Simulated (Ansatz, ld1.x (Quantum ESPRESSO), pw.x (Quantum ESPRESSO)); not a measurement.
# W (Z = 74): one change to the ultrasoft potential, in the atom and in the sc crystal

* Element: tungsten
* Generator: ld1.x (Quantum ESPRESSO) 7.5
* Type: ultrasoft
* Functional: PBE
* Relativity: scalar-relativistic
* Frozen core: [Xe] 4f14
* Valence charge: 6
* Reference configuration: 5d4 6s2 6p0
* Partial waves: 6s (bound): rcut 2.35, rcutus 2.60 bohr; 6s channel at 0.75 Ry: rcut 2.35, rcutus 2.60 bohr; 6p (bound, empty): rcut 2.80, rcutus 3.25 bohr; 6p channel at 0.9 Ry: rcut 2.80, rcutus 3.25 bohr; 5d (bound): rcut 1.85, rcutus 2.20 bohr; 5d channel at 3.45 Ry: rcut 1.85, rcutus 2.20 bohr
* Local potential: all-electron potential smoothed inside 2.50 bohr (lloc = -1)
* Core correction: Bessel-smoothed model core inside 1.15 bohr
* Augmentation charge: PSQ, inside the norm-conserving radii

Change: all radii but the core radius scaled by about 0.96 (s 2.50, p 3.14, d 2.12 bohr, rcut 2.26/2.70/1.78); local potential all-electron potential smoothed inside 2.42 bohr (lloc = -1).

Cutoffs, loose and tight: the cutoffs (Ry, on a coarse ladder) from which the occupation-weighted sum of valence levels, in a spherical-Bessel basis at the reference potential, stays within 10 and 1 mRy of its value at 400 Ry. They do not see the model core or the augmentation charge, which bear on the density cutoff. Test errors are all-electron minus pseudo excitation energies from the reference, over the configurations 5d4 6s1 6p0; 5d4 6s0 6p0; 5d3 6s0 6p0; 5d4.5 6s1.5 6p0; 5d2 6s0 6p0; 5d3 6s2 6p1; 5d4 6s0 6p1; variants that change the core or the reference have their own tests.

Crystal test: sc W in pw.x 7.5, no spin, 12³ k-points, Fermi–Dirac smearing 0.01 Ry, cutoffs set for each file from its atomic test. The reference is all-electron LAPW (Ansatz 0.2.0) with the same functional, mesh and smearing; V0 and B0 come from Birch–Murnaghan fits to the pressures at five volumes. Errors are pseudo minus all-electron; Δ is the rms difference of the E(V) curves that follow from these fits, minima aligned, over ±6 % about the mean V0. Mesh and smearing are coarse, so the numbers serve the comparison and aren't converged zero-temperature values; the lattice is a test structure that the element need not adopt.

All-electron: a0 = 2.638 Å (V0 = 18.36 Å³/atom), B0 = 216.4 GPa.

**Question.** Does the change bring the crystal closer to the all-electron result?

**Answer.** The mean pressure error goes from +5.61 to +0.54 GPa, so the change moves the solid closer to the all-electron pressures. At 80 % of its cutoff the pressure of the changed file moves by -0.57 GPa.

```csv
quantity,base,changed
outcome (atom),generated,generated
"cutoff, loose (atom)",18 Ry,21 Ry
"cutoff, tight (atom)",30 Ry,35 Ry
bound ghosts (atom),none,none
largest test error (meV) (atom),-1536,-204 over the solved tests; 1 of 7 tests not solved or not reliable
cutoffs in pw.x (Ry),40/320,45/360
a0 (Å),2.659,2.640
a0 error (%),+0.81,+0.09
B0 error (%),+5.0,+0.9
Δ (meV/atom),22.3,2.3
mean pressure error (GPa),+5.61,+0.54
```

Base: The largest radius (3.25 bohr) exceeds half the bond length (2.50 bohr), so the spheres overlap, which is one possible source of error among others. This is a poor potential for the solid. Changed file: The largest radius (3.14 bohr) exceeds half the bond length (2.50 bohr), so the spheres overlap, which is one possible source of error among others. Atomic configuration tests: 1 of 7 tests not solved or not reliable. The logarithmic derivative shows an extra or strongly shifted pseudo pole above the reference energy (s near 1.27 Ry). The atomic cutoffs weigh occupied waves only.
